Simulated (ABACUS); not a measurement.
# Se (P3_121) in ABACUS: reference runs, part 2 of 2

ABACUS 3.10.1.

## Step 3: Single point, PBEsol (atoms moved at random, drawn with an rms of 0.05 Å)

File INPUT:

```
INPUT_PARAMETERS
suffix              Se
calculation         scf
basis_type          pw
pseudo_dir          ./
symmetry            1
dft_functional      pbesol
ecutwfc             87
pseudo_rcut         7
nspin               1
nbands              29
ks_solver           dav
smearing_method     fd
smearing_sigma      0.00367493
scf_thr             1e-08
scf_nmax            100
mixing_type         broyden
mixing_beta         0.7
cal_force           1
cal_stress          1
kpar                4
```

File STRU:

```
ATOMIC_SPECIES
Se 78.9710 Se.upf

LATTICE_CONSTANT
1.8897261246

LATTICE_VECTORS
4.3662000000 0.0000000000 0.0000000000
-2.1831000000 3.7812401180 0.0000000000
0.0000000000 0.0000000000 4.9536000000

ATOMIC_POSITIONS
Direct

Se
0.0
3
0.7789440000 0.7780360000 0.0026320000 1 1 1
0.0091810000 0.2360590000 0.6578350000 1 1 1
0.2278140000 0.0017800000 0.3273810000 1 1 1
```

File KPT:

```
K_POINTS
0
Gamma
7 7 6 0 0 0
```

Potentials or basis: PseudoDojo NC SR 0.4.1 PBEsol standard, plane waves.

Run with:

```console
OMP_NUM_THREADS=1 mpirun -np 4 abacus > log
```

running log:

```text
ABACUS v3.10.1

               Atomic-orbital Based Ab-initio Computation at UStc

 ------------------------------------------------------------------------------------

 READING GENERAL INFORMATION
                           global_out_dir = OUT.Se/
                           global_in_card = INPUT
                               pseudo_dir = ./
                              orbital_dir =
                                    DSIZE = 4
                                    GSIZE = 1

 READING UNITCELL INFORMATION
                                    ntype = 1
                  lattice constant (Bohr) = 1.88973
              lattice constant (Angstrom) = 1

 READING ATOM TYPE 1
                               atom label = Se
                      L=0, number of zeta = 1
                      L=1, number of zeta = 1
                      L=2, number of zeta = 1
             number of atom for this type = 3

                        TOTAL ATOM NUMBER = 3
DIRECT COORDINATES
    atom                   x                   y                   z     mag                  vx                  vy                  vz
taud_Se1            0.7789440000        0.7780360000        0.0026320000  0.0000        0.0000000000        0.0000000000        0.0000000000
taud_Se2            0.0091810000        0.2360590000        0.6578350000  0.0000        0.0000000000        0.0000000000        0.0000000000
taud_Se3            0.2278140000        0.0017800000        0.3273810000  0.0000        0.0000000000        0.0000000000        0.0000000000

                          Volume (Bohr^3) = 551.894
                             Volume (A^3) = 81.7821

 Lattice vectors: (Cartesian coordinate: in unit of a_0)
              +4.3662                  +0                  +0
              -2.1831            +3.78124                  +0
                   +0                  +0             +4.9536
 Reciprocal vectors: (Cartesian coordinate: in unit of 2 pi/a_0)
            +0.229032           +0.132232                  -0
                   -0           +0.264464                  -0
                   +0                  -0           +0.201873
 The esolver type has been set to : ksdft_pw

                PAO radial cut off (Bohr) = 7

 Read in pseudopotential file is Se.upf
                     pseudopotential type = NC
          exchange-correlation functional = PBESOL
                 nonlocal core correction = 1
                        valence electrons = 16
                                     lmax = 2
                           number of zeta = 3
                     number of projectors = 6
                           L of projector = 0
                           L of projector = 0
                           L of projector = 1
                           L of projector = 1
                           L of projector = 2
                           L of projector = 2
     initial pseudo atomic orbital number = 27

 SETUP THE ELECTRONS NUMBER
            electron number of element Se = 16
      total electron number of element Se = 48
            AUTOSET number of electrons:  = 48
                           occupied bands = 24
                                   NBANDS = 29
                                   NLOCAL = 27

%%%%%%%%%%%%%%%%%%%%%%%%%%%%%%%%%%%%%%%%%%%%%%%%%%%%%%%%%%%%%%%%%%%%%%%%%%%%%%%%%%%%%%%%%%%%%%%%%%%%%%%%%%
 Warning: the number of valence electrons in pseudopotential > 6 for Se: [Ar] 3d10 4s2 4p4
 Pseudopotentials with additional electrons can yield (more) accurate outcomes, but may be less efficient.
 If you're confident that your chosen pseudopotential is appropriate, you can safely ignore this warning.
%%%%%%%%%%%%%%%%%%%%%%%%%%%%%%%%%%%%%%%%%%%%%%%%%%%%%%%%%%%%%%%%%%%%%%%%%%%%%%%%%%%%%%%%%%%%%%%%%%%%%%%%%%
[... 79 lines left out ...]
       2  0.14285714  0.00000000  0.00000000  0.0068       1
       3  0.28571429  0.00000000  0.00000000  0.0068       2
       4  0.42857143  0.00000000  0.00000000  0.0068       3
       5  0.00000000  0.14285714  0.00000000  0.0068       7
       6  0.14285714  0.14285714  0.00000000  0.0068       8
[... 22 lines left out ...]
      29  0.42857143  0.00000000  0.16666667  0.0068      52
      30  0.42857143  0.00000000 -0.16666667  0.0068      53
[... 118 further k points ...]

                               nkstot now = 148
[... K-POINTS DIRECT COORDINATES: 148 rows ...]

           k-point number in this process = 37
       minimum distributed K point number = 37
[... stars of the k points ...]

[... K-POINTS CARTESIAN COORDINATES: 37 rows ...]

[... K-POINTS DIRECT COORDINATES: 37 rows ...]

 SETUP PLANE WAVES FOR WAVE FUNCTIONS
     energy cutoff for wavefunc (unit:Ry) = 87
              fft grid for wave functions = [ 50, 50, 60 ]
                    number of plane waves = 9227
                         number of sticks = 463

 PARALLEL PW FOR WAVE FUNCTIONS
     PROC   COLUMNS(POT)             PW
        1            463           9227
 --------------- sum -------------------
        1            463           9227

 SETUP NONLOCAL PSEUDOPOTENTIALS IN PLANE WAVE BASIS
 Se non-local projectors:
 projector 1 L=0
 projector 2 L=0
 projector 3 L=1
 projector 4 L=1
 projector 5 L=2
 projector 6 L=2
      TOTAL NUMBER OF NONLOCAL PROJECTORS = 54

 Init Non-Local PseudoPotential table :
 Init Non-Local-Pseudopotential done.

                                     npwx = 7599

 Make real space PAO into reciprocal space.
       max mesh points in Pseudopotential = 701
     dq(describe PAO in reciprocal space) = 0.01
                                    max q = 1124

 number of pseudo atomic orbitals for Se is 3
WARNING: norm of atomic wavefunction # 2 of atomic type Se is 0.999994, renormalized
WARNING: norm of atomic wavefunction # 3 of atomic type Se is 0.999458, renormalized

 -------------------------------------------
 SELF-CONSISTENT
 -------------------------------------------
                                 init_chg = atomic

 PW ALGORITHM --------------- ION=   1  ELEC=   1--------------------------------

 Notice: Threshold on eigenvalues was too large.
 hsover_error=0.48 > DRHO=0.0292262
 Origin diag ethr = 0.01
 New diag ethr = 6.0888e-05

 Density error is 0.0292787873222
                          Error Threshold = 6.08879620497e-05
----------------------------------------------------------
     Energy           Rydberg                 eV
----------------------------------------------------------
 E_KohnSham     -726.6462386090      -9886.5292753497
 E_Harris       -727.1261072223      -9893.0582227828
 E_Fermi        0.5712442646         7.7721769483
----------------------------------------------------------
[... 75 lines left out ...]
 Density error is 1.2004452051e-09
                          Error Threshold = 2.73167047945e-11
----------------------------------------------------------
     Energy           Rydberg                 eV
----------------------------------------------------------
 E_KohnSham     -726.6489941447      -9886.5667663360
 E_KS(sigma->0) -726.6489940490      -9886.5667650348
 E_Harris       -726.6488039808      -9886.5641790241
 E_band         -88.9316660136       -1209.9773904172
 E_one_elec     -445.4564821121      -6060.7463677595
 E_Hartree      228.9478100250       3114.9947609613
 E_xc           -143.6751714899      -1954.8009933901
 E_Ewald        -366.4651503764      -4986.0141635454
 E_entropy(-TS) -0.0000001913        -0.0000026022
 E_descf        0.0000000000         0.0000000000
 E_exx          0.0000000000         0.0000000000
 E_Fermi        0.5725009092         7.7892744747
----------------------------------------------------------

 charge density convergence is achieved
 final etot is -9886.5667663 eV
 EFERMI = 7.7892744747 eV

 STATE ENERGY(eV) AND OCCUPATIONS    NSPIN == 1
 1/37 kpoint (Cartesian) = 0.0000 0.0000 0.0000 (7599 pws)
       1       -41.1436     0.00680272
       2       -41.1260     0.00680272
       3       -41.0548     0.00680272
       4       -41.0433     0.00680272
       5       -41.0084     0.00680272
       6       -40.9860     0.00680272
[... 176 lines left out ...]
      28        12.9990    7.62965e-48
      29        13.5732    7.86313e-53

[... levels at 31 further k points ...]

------------------------------------------------------------------------------------------
 TOTAL-FORCE (eV/Angstrom)
------------------------------------------------------------------------------------------
                       Se1        -0.2520962790        -0.1306458363        -0.4965499310
                       Se2        -0.1605883674         0.0349121438         0.3184766227
                       Se3         0.4126846465         0.0957336925         0.1780733083
------------------------------------------------------------------------------------------

----------------------------------------------------------------
 TOTAL-STRESS (KBAR)
----------------------------------------------------------------
         0.6412055716         2.4813893765         4.9779051704
         2.4813893765       -11.4682713885        13.1273312985
         4.9779051704        13.1273312985        10.2968351600
----------------------------------------------------------------
 TOTAL-PRESSURE: -0.176744 KBAR

 --------------------------------------------
 !FINAL_ETOT_IS -9886.5667663359563448 eV
 --------------------------------------------
```

It took 2 min on 4 MPI ranks of Intel Xeon 6975P-C (Granite Rapids), shared host; peak memory 1.2 GiB.

Results:

```yaml
Free_energy: -9886.5668 eV
Pressure: 0.0 GPa
Largest_force: 0.572 eV/Å
Band_gap_on_the_k_mesh: 0.85 eV, indirect (least direct gap 1.27 eV)
```

Forces in eV/Å, atoms in the order of the input:
```
Se  -0.252 -0.131 -0.497
Se  -0.161  0.035  0.318
Se   0.413  0.096  0.178
```

Caveat: an odd mesh through Γ misses points on the zone boundary, where band edges often lie.
